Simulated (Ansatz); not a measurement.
InSe:

```
In Se
1.0
     5.82639   -2.05465    0.00000
     5.82639    2.05465    0.00000
    -1.72323    0.00000    4.77135
In Se
2 2
Direct
  0.88820 0.88820 0.04684
  0.11180 0.11180 0.95316
  0.66093 0.66093 0.66896
  0.33907 0.33907 0.33104
```

The cell comes from a database or a generator and needn't be the stable form of this composition.

| Item | Value |
| --- | --- |
| Program | Ansatz 0.2.0 |
| Task | relaxation of cell and atoms |
| Functional | PBE |
| Dispersion | D3(BJ) |
| Potentials or basis | Ansatz PAW |
| Cutoff | 420 eV (not typed: the program's choice for these potentials) |
| k mesh | 7 × 7 × 6 |
| Occupations | fermi-dirac, width 0.05 eV |
| Spin | no spin polarisation |

At the start: volume 28.56 Å³/atom.

Task: Where does the relaxation end?

Result: It ends after 9 steps and the volume is 25.91 Å³/atom (-9.3 %); space group C2/m (No. 12, to 0.05 Å).

Step by step:
| step | energy change (eV) | largest force (eV/Å) | volume (Å³) |
| --- | --- | --- | --- |
| 1 | 0.0000 | 0.2534 | 114.24 |
| 2 | -0.0329 | 0.0271 | 110.36 |
| 3 | -0.0477 | 0.0597 | 107.94 |
| 4 | -0.0603 | 0.0580 | 104.77 |
| 5 | -0.0680 | 0.0304 | 103.85 |
| 6 | -0.0684 | 0.0156 | 103.67 |
| 7 | -0.0686 | 0.0216 | 103.56 |
| 8 | -0.0686 | 0.0008 | 103.64 |
| 9 | -0.0673 | 0.0006 | 103.64 |

Final structure:
```
CELL_PARAMETERS angstrom
5.93952 -2.06901 0.10199
5.93952 2.06901 0.10199
-1.67317 0.00000 4.18800
ATOMIC_POSITIONS crystal
In 0.88504 0.88504 0.02111
In 0.11496 0.11496 0.97889
Se 0.65314 0.65314 0.63390
Se 0.34686 0.34686 0.36610
```

Caveat: the plane-wave basis is chosen anew once the cell has moved, so the energies of steps on either side of that aren't comparable.
